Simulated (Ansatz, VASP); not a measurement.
# Two plane-wave programs on CuAu

POSCAR

```
CuAu
1.0
    2.8280000000      0.0000000000      0.0000000000
    0.0000000000      2.8280000000      0.0000000000
    0.0000000000      0.0000000000      3.6700000000
Cu Au
1 1
Direct
    0.5000000000      0.5000000000      0.5000000000
    0.0000000000      0.0000000000      0.0000000000
```

The input INCAR.step1:

```
SYSTEM = CuAu
PREC = Accurate ; ENCUT = 520
ISMEAR = 0 ; SIGMA = 0.15
LREAL = .False. ; LASPH = .True.
NELM = 100 ; NBANDS = 18
GGA = PE ; ALGO = Normal
EDIFF = 1E-4 ; LWAVE = .True.
LCHARG = .False.
```

Contents of INCAR.step2:

```
SYSTEM = CuAu
PREC = Accurate ; ENCUT = 520
EDIFF = 1E-7 ; ISMEAR = 0
SIGMA = 0.15 ; LREAL = .False.
LASPH = .True. ; NELM = 100
ALGO = Normal ; ISIF = 2
LWAVE = .False. ; LCHARG = .True.
METAGGA = R2SCAN ; LMIXTAU = .True.
LELF = .True. ; LVHAR = .True.
NBANDS = 18 ; ISTART = 1
```

Contents of KPOINTS:

```
Automatic mesh
0
Gamma
  18 18 14
  0 0 0
```

Input for Ansatz:

```yaml
crystal:
  lattice:
    - [2.828, 0.0, 0.0]
    - [0.0, 2.828, 0.0]
    - [0.0, 0.0, 3.67]
  atoms:
    - { symbol: Cu, position: [0.5, 0.5, 0.5] }
    - { symbol: Au, position: [0.0, 0.0, 0.0] }
basis:
  ecutwfc: 500
kpoints:
  mp_grid: { grid: [18, 18, 14] }
hamiltonian:
  xc: r2scan
scf:
  occupations: { method: gaussian, width: 0.15 }
output:
  forces: true
  stress: true
  eigenvalues: true
```

Change from the starting cell: strain +0.0100 x Voigt [1, 1, 0, 0, 0, 0], atoms carried along.

Alike in both runs: task single point; functional r2SCAN; k mesh 18 × 18 × 14; occupations gaussian, width 0.15 eV; no spin polarisation.

|  | VASP | Ansatz |
| --- | --- | --- |
| version | VASP 6.6.1 | Ansatz 0.2.0 |
| potentials or method | VASP PAW PBE potentials, release 64 (Cu, Au) | scalar-relativistic, plane waves, PAW |
| plane-wave cutoff (eV) | 520 | 500 |
| valence electrons in the cell | 22 | 38 |

Ansatz gave:

- gap on the k mesh at the Fermi level (eV): none
- pressure (GPa): -1.4
- largest component of the traceless stress (GPa): 0.67

Question: Estimate VASP's values.

Answer: gap on the k mesh at the Fermi level (eV): none; pressure (GPa): -1.0; largest component of the traceless stress (GPa): 0.59.

A gap of «none» marks a metal or a gap that the smearing closes. The two sets of potentials don't hold the same shells in valence.

Caveats: the PAW data sets were made with another functional, which shifts forces and pressure a little (VASP). The runs have no spin-orbit coupling, so splittings on Au are missing.
